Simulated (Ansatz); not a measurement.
ZrC: relaxation of cell and atoms with PBE+D3(BJ)

Crystal: ZrC.

```
Zr C
1.0
     0.00000    2.36500    2.36500
     2.36500    0.00000    2.36500
     2.36500    2.36500    0.00000
Zr C
1 1
Direct
  0.50000 0.50000 0.50000
  0.00000 0.00000 0.00000
```

* Program: Ansatz 0.2.0
* Task: relaxation of cell and atoms
* Functional: PBE
* Dispersion: D3(BJ)
* Potentials or basis: all-electron LAPW, scalar-relativistic
* Basis error allowed: 0.001 eV/atom
* k mesh: 10 × 10 × 10
* Occupations: fermi-dirac, width 0.05 eV
* Spin: no spin polarisation

```
Relaxed volume                         : 12.76 Å³/atom
Relaxed cell                           : a = 3.304 Å, b = 3.304 Å, c = 3.304 Å, α = 60.00°, β = 60.00°, γ = 60.00°
Space group after relaxing (to 0.05 Å) : Fm-3m (No. 225)
Energy gained by relaxing              : 11.8 meV/atom
Ionic steps                            : 5
Pressure after relaxing                : 0.0 GPa
```

Step by step:
| step | energy change (eV) | largest force (eV/Å) | volume (Å³) |
| --- | --- | --- | --- |
| 1 | 0.0000 | 0.0000 | 26.46 |
| 2 | -0.0016 | 0.0000 | 24.66 |
| 3 | -0.0236 | 0.0000 | 25.56 |
| 4 | -0.0236 | 0.0000 | 25.52 |
| 5 | -0.0236 | 0.0000 | 25.52 |

Final structure:
```
Zr C
1.0
     0.00000    2.33663    2.33663
     2.33663    0.00000    2.33663
     2.33663    2.33663    0.00000
Zr C
1 1
Cartesian
  2.3366 2.3366 2.3366
  0.0000 0.0000 0.0000
```

Wall time 23 s on 1 thread of Arm Neoverse V1, on a shared host, peak memory 0.29 GiB.
